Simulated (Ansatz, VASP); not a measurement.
# Si31O64 (V_Si): VASP beside Ansatz

One calculation is typed for both programs; each brings its own data sets. How far apart do they land? Of the first pair: The structure shown is the start of the Ansatz relaxation below; VASP solves that cell, so the two are compared at the walk's first step.

Calculated with Ansatz 0.2.0; plane waves, with VASP 6.6.1 beside it; single point at r2SCAN.

**1. Set-up**

The cell holds 95 atoms: 31 Si and 64 O. Cell: a = 9.926 Å, b = 9.926 Å, c = 11.836 Å, α = 53.4°, β = 53.4°, γ = 73.2°. It derives from SiO2 (SiO2 (P4_2/mnm)). Nearest the centre at fractional (0.500, 0.500, 0.500): O47 at 1.73 Å, O45 at 1.74 Å, O84 at 1.77 Å, O86 at 1.79 Å, O82 at 1.80 Å, O88 at 1.86 Å, Si26 at 2.65 Å, Si6 at 2.65 Å. The cell carries charge −2.

**2. Ansatz: relaxation, r2SCAN**

Ansatz runs on its PAW soft_1 files.

The two programs are compared at the cell with which this relaxation starts, whose forces are those of its first step.

input.yaml

```yaml
crystal:
  lattice:
    - [0.0, 8.36959071, 5.3368095]
    - [8.36959071, 0.0, 5.3368095]
    - [8.36959071, 8.36959071, 0.0]
  atoms:
    - { symbol: Si, position: [0.0, 0.0, 0.0] }
    - { symbol: Si, position: [0.25, 0.25, 0.25] }
[... 1 atom line left out ...]
    - { symbol: Si, position: [0.375, 0.375, 0.375] }
[... 1 atom line left out ...]
    - { symbol: O, position: [0.25, 0.25, 0.40305167] }
[... 1 atom line left out ...]
    - { symbol: O, position: [0.25, 0.25, 0.09694833] }
[... 1 atom line left out ...]
    - { symbol: O, position: [0.27805167, 0.47194833, 0.125] }
[... 1 atom line left out ...]
    - { symbol: O, position: [0.47194833, 0.27805167, 0.125] }
[... 2 atom lines left out ...]
    - { symbol: Si, position: [0.125, 0.125, 0.625] }
[... 2 atom lines left out ...]
    - { symbol: O, position: [0.25, 0.25, 0.90305167] }
[... 1 atom line left out ...]
    - { symbol: O, position: [0.25, 0.25, 0.59694833] }
[... 2 atom lines left out ...]
    - { symbol: O, position: [0.22194833, 0.02805167, 0.875] }
[... 2 atom lines left out ...]
    - { symbol: Si, position: [0.25, 0.75, 0.25] }
    - { symbol: Si, position: [0.125, 0.625, 0.125] }
[... 2 atom lines left out ...]
    - { symbol: O, position: [0.25, 0.75, 0.40305167] }
[... 10 atom lines left out ...]
    - { symbol: O, position: [0.0, 0.5, 0.65305167] }
[... 1 atom line left out ...]
    - { symbol: O, position: [0.0, 0.5, 0.84694833] }
[... 1 atom line left out ...]
    - { symbol: O, position: [0.02805167, 0.72194833, 0.875] }
    - { symbol: O, position: [0.27805167, 0.97194833, 0.625] }
    - { symbol: O, position: [0.22194833, 0.52805167, 0.875] }
    - { symbol: O, position: [0.47194833, 0.77805167, 0.625] }
    - { symbol: Si, position: [0.5, 0.0, 0.0] }
    - { symbol: Si, position: [0.75, 0.25, 0.25] }
[... 3 atom lines left out ...]
    - { symbol: O, position: [0.75, 0.25, 0.40305167] }
    - { symbol: O, position: [0.5, 0.0, 0.34694833] }
[... 2 atom lines left out ...]
    - { symbol: O, position: [0.77805167, 0.47194833, 0.125] }
    - { symbol: O, position: [0.72194833, 0.02805167, 0.375] }
[... 2 atom lines left out ...]
    - { symbol: Si, position: [0.75, 0.25, 0.75] }
    - { symbol: Si, position: [0.625, 0.125, 0.625] }
    - { symbol: Si, position: [0.875, 0.375, 0.875] }
    - { symbol: O, position: [0.5, 0.0, 0.65305167] }
    - { symbol: O, position: [0.75, 0.25, 0.90305167] }
[... 1 atom line left out ...]
    - { symbol: O, position: [0.75, 0.25, 0.59694833] }
    - { symbol: O, position: [0.52805167, 0.22194833, 0.875] }
[... 2 atom lines left out ...]
    - { symbol: O, position: [0.97194833, 0.27805167, 0.625] }
[... 1 atom line left out ...]
    - { symbol: Si, position: [0.75, 0.75, 0.25] }
    - { symbol: Si, position: [0.625, 0.625, 0.125] }
    - { symbol: Si, position: [0.875, 0.875, 0.375] }
    - { symbol: O, position: [0.5, 0.5, 0.15305167] }
[... 2 atom lines left out ...]
    - { symbol: O, position: [0.75, 0.75, 0.09694833] }
    - { symbol: O, position: [0.52805167, 0.72194833, 0.375] }
    - { symbol: O, position: [0.77805167, 0.97194833, 0.125] }
    - { symbol: O, position: [0.72194833, 0.52805167, 0.375] }
    - { symbol: O, position: [0.97194833, 0.77805167, 0.125] }
[... 1 atom line left out ...]
    - { symbol: Si, position: [0.625, 0.625, 0.625] }
    - { symbol: Si, position: [0.875, 0.875, 0.875] }
    - { symbol: O, position: [0.5, 0.5, 0.65305167] }
[... 1 atom line left out ...]
    - { symbol: O, position: [0.5, 0.5, 0.84694833] }
[... 4 atom lines left out ...]
    - { symbol: O, position: [0.97194833, 0.77805167, 0.625] }
  host:
    repeats: [2, 2, 2]
    atoms:
      - { symbol: Si, position: [0.0, 0.0, 0.0] }
      - { symbol: Si, position: [0.5, 0.5, 0.5] }
      # ... 10 more atoms of the perfect host
total_charge: -2
basis:
  ecutwfc: 500
  xc_grid: 2
hamiltonian:
  xc: r2scan
  pseudopotentials: { kind: paw, azcp: { folder: soft_1 } }
kpoints:
  mp_grid: { grid: [1, 1, 1], shift: [0.25, 0.25, 0.25] }
scf:
  occupations: { method: fixed }
  max_iter: 80
output:
  forces: true
  charged_corrections:
    epsilon: [3.41, 3.41, 3.58]
    static_epsilon: [11.6, 11.6, 9.01]
    defect_position: [0.5, 0.5, 0.5]
relax:
  f_tol: 0.02
  max_steps: 80
  random_displacement: { amplitude: 0.05, seed: 6319 }
checkpoint:
  write: "../qm2.relax.run"
  compress: false
  write_wavefunctions: true
  write_every: 100000
```

Command:

```console
$ ansatz run input.yaml --threads 4 --pin off --max-ram 15073MiB --backend cpu --events-out ev --progress --plain --runs-dir out
```

Numbers of over 12 decimals in the logs are rounded to 6 here.

Output:

```text
Engine: ansatz 0.2.0, aarch64-unknown-linux-gnu
Pseudopotentials: kind: paw
Pseudopotential: Si, paw, valence charge 4, recommended cutoff 500 eV (meta_gga), soft_1/Si.paw.azcp
Pseudopotential: O, paw, valence charge 6, recommended cutoff 500 eV (meta_gga), soft_1/O.paw.azcp
Functional definition: r2SCAN
  parameter k0 = 0.174
  parameter k1 = 0.065
  parameter a1 = 4.9479
  exchange = r2scan_x(k0 = k0, k1 = k1, a1 = a1)
  correlation = r2scan_c
Crystal: 95 atoms, lattice volume = 747.688 Å³
Basis set: ecut = 500 eV, 18959 PW (Γ), exchange–correlation on 150×150×180 points (8 copies of the dense FFT grid, shifted against one another)
Bands: 350, of which v1, the nominal top of the filled ones, is band 255 counted from 1 (254 counted from 0)
Symmetry: 1 space group operations
k-points: 1
Non-local potential: Si, projectors of the file, l = 0: 2, l = 1: 2, l = 2: 1
Non-local potential: O, projectors of the file, l = 0: 2, l = 1: 2, l = 2: 1
PAW form: soft (Blöchl's): semilocal exchange-correlation on the pseudo side does not see the compensation charge
PAW frozen core: Si, regenerated for the run's functional (the file was generated under x = pbe(κ = 0.804, μ = 0.219515), c = pbe(β = 0.066725))
PAW frozen core: O, regenerated for the run's functional (the file was generated under x = pbe(κ = 0.804, μ = 0.219515), c = pbe(β = 0.066725))
PAW one-centre angular grid: Si, 302 points (default); XC on 160 Gauss nodes
PAW one-centre angular grid: O, 302 points (default); XC on 160 Gauss nodes
Initial density: superposition of atomic densities (chi_scale 0.1, normalization cell, long waves kept (reshape's long-wave potential 0.28 eV rms))
Initial wavefunctions: pseudopotential atomic-orbital guess
Functional: x = r2scan, c = r2scan; τ floored in thin density (d = 2e-4 eV/Å³)
SCF iter   1: F=—  HF=-56283.170171 eV  |F-HF|=—  |Δ(HF+E_count)|=         —  Δρ=1.38e-1  dr2=1.20e2  dr2_τ=1.68e1  ethr=3.10e-3  ⟨swp⟩=6.0  Hψ=1315  notcnv=0  defer=93
preconditioner: auto → Resta (q_TF=auto, 2.560 Å⁻¹)  ε∞=3.2  [insulator: Δε(μ)=0.281 eV  Ē_g=20.740 eV  n_scr=200 (ndim 8)  ℏωp=30.7 eV  f_vac=0.000  ε∞_Penn≈3.2]
SCF iter   2: F=—  HF=-56267.151446 eV  |F-HF|=—  |Δ(HF+E_count)|=    1.60e1  Δρ=5.97e-2  dr2=1.97e1  dr2_τ=2.61e0  ethr=3.10e-3  ⟨swp⟩=3.0  Hψ=620  notcnv=0  defer=93
SCF iter   3: F=—  HF=-56272.836235 eV  |F-HF|=—  |Δ(HF+E_count)|=    5.68e0  Δρ=5.16e-2  dr2=1.83e1  dr2_τ=1.68e0  ethr=3.10e-3  ⟨swp⟩=3.0  Hψ=564  notcnv=0  defer=92
SCF iter   4: F=—  HF=-56270.210659 eV  |F-HF|=—  |Δ(HF+E_count)|=    2.63e0  Δρ=2.70e-2  dr2=4.39e0  dr2_τ=2.37e-1  ethr=3.10e-3  ⟨swp⟩=3.0  Hψ=558  notcnv=0  defer=93
SCF iter   5: F=—  HF=-56271.721486 eV  |F-HF|=—  |Δ(HF+E_count)|=    1.51e0  Δρ=4.46e-2  dr2=1.75e1  dr2_τ=9.51e-1  ethr=8.60e-4  ⟨swp⟩=3.0  Hψ=559  notcnv=0  defer=93  recentre
SCF iter   6: F=—  HF=-56271.439507 eV  |F-HF|=—  |Δ(HF+E_count)|=   2.82e-1  Δρ=3.59e-2  dr2=1.16e1  dr2_τ=5.08e-1  ethr=8.60e-4  ⟨swp⟩=3.0  Hψ=565  notcnv=0  defer=93
SCF iter   7: F=—  HF=-56270.633698 eV  |F-HF|=—  |Δ(HF+E_count)|=   8.06e-1  Δρ=2.34e-2  dr2=5.22e0  dr2_τ=1.66e-1  ethr=8.60e-4  ⟨swp⟩=2.0  Hψ=456  notcnv=0  defer=93
SCF iter   8: F=—  HF=-56270.302548 eV  |F-HF|=—  |Δ(HF+E_count)|=   3.31e-1  Δρ=1.26e-2  dr2=1.37e0  dr2_τ=3.06e-2  ethr=8.60e-4  ⟨swp⟩=2.0  Hψ=359  notcnv=0  defer=92
SCF iter   9: F=—  HF=-56270.238533 eV  |F-HF|=—  |Δ(HF+E_count)|=   6.40e-2  Δρ=9.33e-3  dr2=6.04e-1  dr2_τ=1.84e-2  ethr=2.69e-4  ⟨swp⟩=2.0  Hψ=260  notcnv=0  defer=92
SCF iter  10: F=—  HF=-56270.249022 eV  |F-HF|=—  |Δ(HF+E_count)|=   1.05e-2  Δρ=1.08e-2  dr2=1.23e0  dr2_τ=4.44e-2  ethr=1.18e-4  ⟨swp⟩=2.0  Hψ=454  notcnv=0  defer=93
SCF iter  11: F=—  HF=-56270.210712 eV  |F-HF|=—  |Δ(HF+E_count)|=   3.83e-2  Δρ=6.23e-3  dr2=3.46e-1  dr2_τ=2.03e-2  ethr=1.18e-4  ⟨swp⟩=2.0  Hψ=269  notcnv=0  defer=93
SCF iter  12: F=—  HF=-56270.198930 eV  |F-HF|=—  |Δ(HF+E_count)|=   1.18e-2  Δρ=4.76e-3  dr2=1.58e-1  dr2_τ=3.88e-3  ethr=6.79e-5  ⟨swp⟩=2.0  Hψ=359  notcnv=0  defer=92
SCF iter  13: F=—  HF=-56270.192245 eV  |F-HF|=—  |Δ(HF+E_count)|=   6.68e-3  Δρ=2.53e-3  dr2=3.63e-2  dr2_τ=1.01e-3  ethr=3.09e-5  ⟨swp⟩=2.0  Hψ=260  notcnv=0  defer=92
SCF iter  14: F=—  HF=-56270.189496 eV  |F-HF|=—  |Δ(HF+E_count)|=   2.75e-3  Δρ=1.97e-3  dr2=2.89e-2  dr2_τ=8.57e-4  ethr=7.12e-6  ⟨swp⟩=2.0  Hψ=267  notcnv=0  defer=92
SCF iter  15: F=—  HF=-56270.187881 eV  |F-HF|=—  |Δ(HF+E_count)|=   1.61e-3  Δρ=1.14e-3  dr2=1.12e-2  dr2_τ=4.91e-4  ethr=5.67e-6  ⟨swp⟩=2.0  Hψ=453  notcnv=0  defer=92
SCF iter  16: F=—  HF=-56270.187382 eV  |F-HF|=—  |Δ(HF+E_count)|=   4.98e-4  Δρ=6.49e-4  dr2=3.50e-3  dr2_τ=1.03e-4  ethr=2.20e-6  ⟨swp⟩=2.0  Hψ=260  notcnv=0  defer=92
SCF iter  17: F=—  HF=-56270.187925 eV  |F-HF|=—  |Δ(HF+E_count)|=   5.43e-4  Δρ=4.14e-4  dr2=8.70e-4  dr2_τ=6.16e-5  ethr=6.86e-7  ⟨swp⟩=2.0  Hψ=267  notcnv=0  defer=91
[...]
--- Relaxed structure (7 steps of the walk, 6 accepted, 0 SCFs on fresh bases) ---
  F+E_penalty+E_count = -56275.63821106 eV   max|allowed force component| = 7.873e-3 eV/Å
  atoms:
    - { symbol: Si, position: [0.000759833, 0.000257373, -0.000451413] }
    - { symbol: Si, position: [0.250281, 0.249830, 0.250055] }
    - { symbol: Si, position: [0.126589, 0.126119, 0.123614] }
    - { symbol: Si, position: [0.378845, 0.378303, 0.372995] }
    - { symbol: O, position: [0.000898894, 0.000379912, 0.153440] }
    - { symbol: O, position: [0.251364, 0.250907, 0.402101] }
    - { symbol: O, position: [0.000746506, 0.000256169, 0.346310] }
    - { symbol: O, position: [0.251393, 0.250868, 0.095684] }
    - { symbol: O, position: [0.028428, 0.222278, 0.374654] }
    - { symbol: O, position: [0.277766, 0.471964, 0.125081] }
    - { symbol: O, position: [0.222778, 0.027937, 0.374679] }
    - { symbol: O, position: [0.472460, 0.277255, 0.125098] }
    - { symbol: Si, position: [0.000750013, 0.000250859, 0.499552] }
    - { symbol: Si, position: [0.262192, 0.261772, 0.737837] }
    - { symbol: Si, position: [0.126585, 0.126098, 0.623917] }
    - { symbol: Si, position: [0.379011, 0.378545, 0.869648] }
    - { symbol: O, position: [0.000748451, 0.000243021, 0.652795] }
    - { symbol: O, position: [0.251237, 0.250763, 0.903299] }
    - { symbol: O, position: [0.000607215, 0.000129921, 0.845656] }
    - { symbol: O, position: [0.251258, 0.250740, 0.594783] }
    - { symbol: O, position: [0.028234, 0.221327, 0.875214] }
    - { symbol: O, position: [0.261778, 0.469309, 0.635032] }
    - { symbol: O, position: [0.221813, 0.027737, 0.875211] }
    - { symbol: O, position: [0.469738, 0.261306, 0.635089] }
    - { symbol: Si, position: [0.000733156, 0.500268, -0.000458304] }
    - { symbol: Si, position: [0.250859, 0.749874, 0.250854] }
    - { symbol: Si, position: [0.124005, 0.626995, 0.124840] }
    - { symbol: Si, position: [0.382542, 0.869389, 0.374509] }
    - { symbol: O, position: [0.00493504, 0.499292, 0.149761] }
    - { symbol: O, position: [0.249918, 0.751223, 0.402083] }
    - { symbol: O, position: [0.00579034, 0.498848, 0.346010] }
    - { symbol: O, position: [0.251053, 0.750205, 0.096663] }
    - { symbol: O, position: [0.028634, 0.722642, 0.374452] }
    - { symbol: O, position: [0.278524, 0.972400, 0.124794] }
    - { symbol: O, position: [0.221738, 0.529242, 0.374330] }
    - { symbol: O, position: [0.471962, 0.779312, 0.123801] }
    - { symbol: Si, position: [0.000756885, 0.500249, 0.499559] }
    - { symbol: Si, position: [0.251129, 0.750143, 0.748252] }
    - { symbol: Si, position: [0.131604, 0.618471, 0.624597] }
    - { symbol: Si, position: [0.374001, 0.876991, 0.874272] }
[...]
- { symbol: Si, position: [0.500729, 0.000271392, -0.000438798] }
    - { symbol: Si, position: [0.750369, 0.250358, 0.250843] }
    - { symbol: Si, position: [0.627482, 0.123522, 0.124839] }
    - { symbol: Si, position: [0.869859, 0.382067, 0.374487] }
[...]
- { symbol: Si, position: [0.500743, 0.000250045, 0.499556] }
    - { symbol: Si, position: [0.750655, 0.250626, 0.748258] }
    - { symbol: Si, position: [0.618928, 0.131143, 0.624607] }
    - { symbol: Si, position: [0.877470, 0.373530, 0.874271] }
[...]
- { symbol: Si, position: [0.500758, 0.500228, -0.000434787] }
    - { symbol: Si, position: [0.739255, 0.738804, 0.261260] }
    - { symbol: Si, position: [0.622489, 0.621976, 0.129429] }
    - { symbol: Si, position: [0.874912, 0.874415, 0.375177] }
[...]
- { symbol: Si, position: [0.751166, 0.750723, 0.749046] }
    - { symbol: Si, position: [0.622665, 0.622179, 0.626133] }
    - { symbol: Si, position: [0.874877, 0.874415, 0.875503] }
    - { symbol: O, position: [0.500912, 0.500443, 0.659776] }
    - { symbol: O, position: [0.750116, 0.749632, 0.903420] }
    - { symbol: O, position: [0.500732, 0.500263, 0.851745] }
    - { symbol: O, position: [0.750130, 0.749600, 0.597002] }
    - { symbol: O, position: [0.529027, 0.723234, 0.874022] }
    - { symbol: O, position: [0.778730, 0.972571, 0.624423] }
    - { symbol: O, position: [0.723733, 0.528545, 0.874013] }
    - { symbol: O, position: [0.973068, 0.778217, 0.624442] }
```

The column dr2 measures how far the density is from self-consistency, as an energy; F and HF (Harris–Foulkes) agree once it is small.

(Part 1 of 3 ends here.)

[Lines on the potential files, build, host, timing and source positions are cut from VASP's logs without a mark.]

[Logs are printed without paths, hosts, clocks, repeated set-up lines and the standing remarks that a program may print on its own settings, such as how far it seeks lower states.]

[Hosts, paths, dates, database ids (printed as entryN), source tags and the programs' standing remarks are cut or masked in the printed files.]
